**Question: Why does PBE0 more than double the gap of BAs when the other functionals barely move it?**

I have the same boron arsenide crystal with five density functionals:

Plane-wave DFT calculations with ABINIT 10.8.3 for cubic BAs (space group F-43m, two-atom cell), without spin polarisation or spin–orbit coupling. All rows use a 6 × 6 × 6 k mesh and Fermi–Dirac occupations with a smearing width of 0.05 eV; for PBE0, the Fock exchange is summed on a k mesh coarsened twofold along each axis.

```csv
functional,potentials,wave cutoff,gap on mesh (eV),direct gap on mesh (eV)
LDA,JTH-PAW-LDA-v2.0,408.171 eV,1.227,3.249
PBE,JTH-PAW-PBE-v2.0,408.171 eV,1.276,3.271
PBEsol,JTH-PAW-PBE-v2.0,408.171 eV,1.186,3.236
r2SCAN,JTH-PAW-PBE-v2.0,489.805 eV,1.453,3.425
PBE0,SG15-NC-PBE-v1.2,489.805 eV,2.846,5.013
```

Every atom sits in the same place in every row. LDA, PBE and PBEsol might as well be one method, r2SCAN goes up a little, and PBE0 jumps. What does PBE0 do to the electrons that the others don't? And which gap should I believe?

**Answer**

The main difference lies in how a functional treats a filled orbital compared with an empty one. A gap is the distance between the two kinds, so a method that treats them alike tends to make it too small. "Gap on mesh" is the distance from the highest filled to the lowest empty level over all sampled electron wavevectors. "Direct gap on mesh" is the smallest such distance at a single wavevector.

**PBE: one potential for all**

In PBE, exchange and correlation enter as a single potential, computed from the density and its gradient. Filled and empty orbitals feel that same potential. The true cost of taking an electron out of the crystal and putting one back in contains an extra jump, which appears when the first electron enters the empty bands. A smooth potential of this kind has no such jump, so its gap of 1.28 eV should come out low.

LDA and PBEsol share this construction, which is why they land so close. Their indirect gaps and that of PBE lie within 0.09 eV of each other. I would not look for a cause in their order: LDA has no gradient term, yet falls between the two functionals that do, and it also uses its own atomic dataset.

**PBE0: filled orbitals get a discount**

PBE0 replaces a quarter of the PBE exchange by Fock exchange, which is computed from the orbitals themselves. Picture the filled bands as electron pairs in B–As bonds. In the ordinary electrostatic energy, an electron in a bond is also repelled by its own charge cloud. PBE exchange removes this false repulsion only roughly. Fock exchange cancels it exactly, so the share that PBE0 takes in lowers the filled levels.

An empty orbital has no electron whose self-repulsion could be cancelled. It still has some exchange with the filled orbitals, but less, because it overlaps them less well. In PBE0 it gives up a quarter of the attraction of the PBE exchange potential and gets less back. The empty levels therefore rise relative to the filled ones, and the gap opens.

If being filled or empty is what matters most, the opening should be much the same across the crystal's bands. The direct gap offers a test. From PBE to PBE0 it grows by 5.013 − 3.271 = 1.742 eV. Suppose that all empty levels rise by this amount relative to the top of the filled ones. The indirect gap of PBE0 should then be

1.276 + 1.742 = 3.018 eV.

The computed value is 2.846 eV, so the estimate is 0.172 eV too high, which is about 11% of the actual opening of 1.57 eV. It borrows the size of the opening from the PBE0 row itself, so it tests only whether the opening is uniform, not how large it should be. The orbital energies agree with the picture: at two other wavevectors, the zone-boundary points X and L, the lowest empty level rises by 1.578 and 1.755 eV relative to the top of the filled bands.

The rigid shift holds only roughly, and only near the gap. At zero wavevector, the next empty level above the lowest set rises by 2.04 eV. The filled bands change as well: at the same wavevector, and leaving out the deep As 3d shell, they span 15.4 eV in PBE and 16.9 eV in PBE0. Being filled or empty is therefore not all that counts. Fock exchange is also expected to spread the levels on each side of the gap. For the small differences among LDA, PBE and PBEsol the rule is poor: it gives PBEsol less than half of its actual drop from PBE.

The PBE0 row also differs from PBE in more than exchange. It uses other pseudopotentials, which freeze the As 3d electrons into the core, and a higher plane-wave cutoff than PBE. Its exchange was also summed on a coarse mesh. There is no PBE run with those same pseudopotentials to separate the effects. The direction of the jump is what theory leads us to expect, but its full 1.57 eV should not be credited to Fock exchange alone.

**r2SCAN: a small step the same way**

r2SCAN contains no Fock exchange, but it does use the kinetic-energy density, which is built from the filled orbitals. Its effect on an orbital then depends on that orbital's shape, and is no longer that of one common potential. This lets it recover a small part of the missing jump. Its indirect gap is 14% larger than that of PBE.

The As 3d shell gives a useful hint, since both rows treat it explicitly and with the same dataset. It lies 35.8 eV below the top of the filled bands in PBE and 36.7 eV below in r2SCAN. A compact shell suffers most from false self-repulsion, so this deepening is what a partial cure would produce. It is not proof: r2SCAN ran with a dataset made for PBE and a higher plane-wave cutoff, and it reset very low densities in places. The effect of these on the gap was not tested.

**Which gap to believe**

The measured indirect gap, as I roughly recall it, is about 1.8 eV. PBE falls about 0.5 eV below that and PBE0 about 1.0 eV above, so the most elaborate method here is not the closest.

Screening offers a likely reason for the overshoot. In a solid, the other electrons rearrange and weaken the interaction between distant charges, roughly by the dielectric constant. For BAs that constant is near ten, again roughly recalled, so about a tenth of the Fock exchange should survive at long range. PBE0 keeps a quarter at every distance. The coarse exchange mesh may also change the size of the overshoot, by an amount that was not tested. The same reasoning helps with a neighbouring semiconductor: the better it screens, the more PBE0 tends to overshoot.

Three things blur the comparison with experiment. The lowest empty level may lie between the sampled wavevectors. With the potential held fixed, adding wavevectors between them can only lower an indirect gap or leave it unchanged. Spin–orbit coupling, which is left out, would split the top of the filled bands and lower the gaps slightly. The vibrations of the atoms, which are held still here, are expected to lower the gap as well. Together, these corrections should take PBE further below the measured value and bring PBE0 nearer to it.

For practical use, swapping LDA, PBE and PBEsol is no check on the gap of this crystal. They agree because they share the same weakness. I would take r2SCAN as a modest improvement and the PBE0 value as too high, and would want a hybrid with screened exchange, on a converged mesh, before relying on a number.
